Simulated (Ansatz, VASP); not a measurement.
**One calculation of WS2, two programs**

```
W S
1.0
     1.59978    0.92363    6.24444
    -1.59978    0.92363    6.24444
     0.00000   -1.84727    6.24444
W S
1 2
Direct
  0.00000 0.00000 0.00000
  0.58100 0.58100 0.58100
  0.75030 0.75030 0.75030
```

Change from the starting cell: volume scaled by 1.04.

Alike in both runs: task single point; functional PBEsol; k mesh 10 × 10 × 10; occupations fermi-dirac, width 0.05 eV; no spin polarisation.

```csv
,VASP,Ansatz
version,VASP 6.6.1,Ansatz 0.2.0
potentials or method,"VASP PAW PBE potentials, release 64 (W_sv, S)",Ansatz PAW
plane-wave cutoff (eV),520,420
valence electrons in the cell,26,26
```

VASP gave:

| Quantity | Value |
| --- | --- |
| gap on the k mesh at the Fermi level (eV) | 1.07 |
| least direct gap on the mesh (eV) | 2.12 |
| pressure (GPa) | -6.5 |
| largest component of the traceless stress (GPa) | 0.32 |
| rms of the force components (eV/Å) | 0.402 |

**Question.** What did Ansatz give for the same quantities?

**Answer.** gap on the k mesh at the Fermi level (eV): 1.05; least direct gap on the mesh (eV): 2.12; pressure (GPa): -6.6; largest component of the traceless stress (GPa): 0.29; rms of the force components (eV/Å): 0.409.

Atom by atom the forces differ by 0.009 eV/Å (rms over components).

Caveats: spin-orbit coupling is left out, which moves the levels of the heavy elements; the PAW data sets were made with another functional, which shifts forces and pressure a little (VASP); the PAW data sets come from PBE, with cores solved anew for the run's functional, which leaves a small shift of forces and pressure (Ansatz). A k mesh can miss the band edges.
